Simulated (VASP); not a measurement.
Set up this calculation in VASP 6.6.1, as the native input.

* Task: single point
* Functional: PBE
* Dispersion: D3(BJ)
* Potentials or basis: VASP PAW PBE potentials, release 64 (B, N)
* Cutoff: 520 eV
* k mesh: 8 × 8 × 4
* Occupations: gaussian, width 0.1 eV
* Spin: no spin polarisation
* Dipole correction: no
* Further INCAR settings: ALGO = Normal; EDIFF = 1e-06; NBANDS = 16

The structure of BN (rat) lies in POSCAR:

```
BN
1.0
    2.5108635911     -0.0065293105     -0.0060644546
   -1.2868732447      2.1788025231      0.0057124394
    0.0182123372     -0.1012955884      6.7452354794
B N
2 2
Direct
    0.3674737675      0.6537451348      0.2502967599
    0.6655146083      0.3114546544      0.7500186769
    0.3089806465      0.6180040618      0.7592016638
    0.6724164809      0.3159887265      0.2484488606
```

These files were run (other wordings do the same):

INCAR

```
SYSTEM = BN
PREC     = Accurate       ! precision mode
ENCUT    = 520            ! plane-wave cutoff, eV
EDIFF    = 1E-6           ! SCF threshold, eV
ISMEAR   = 0              ! smearing method
SIGMA    = 0.1            ! smearing width, eV
LREAL    = .FALSE.        ! projectors in reciprocal space
LASPH    = .TRUE.         ! aspherical terms in the spheres
NELM     = 100            ! most SCF steps
ALGO     = Normal         ! electronic algorithm
ISIF     = 2              ! what is computed and relaxed
LWAVE    = .FALSE.        ! write WAVECAR
LCHARG   = .FALSE.        ! write CHGCAR
GGA      = PE             ! functional
IVDW     = 12             ! dispersion correction
NBANDS   = 16             ! bands
```

KPOINTS

```
Automatic mesh
0
G
  8 8 4
  0 0 0
```

Potentials or basis: VASP PAW PBE potentials, release 64 (B, N).

The run is started by

```console
$ cat potpaw_PBE.64/B/POTCAR potpaw_PBE.64/N/POTCAR > POTCAR
$ mpirun -np 1 vasp_std > vasp.out
```

It gave:

```
Pressure                   : -0.2 GPa
Largest force              : 2.785 eV/Å
Band gap on the k mesh     : 4.01 eV, indirect (least direct gap 4.46 eV)
Dispersion energy per atom : -0.138 eV
```

Caveat: forces of over 1 eV/Å show positions far from the minimum, so gaps and moduli don't describe the material at rest.

Wall time 31 s on 1 thread of Intel(R) Xeon(R) Platinum 8559C (Emerald Rapids) (shared host), peak memory 0.2 GiB.
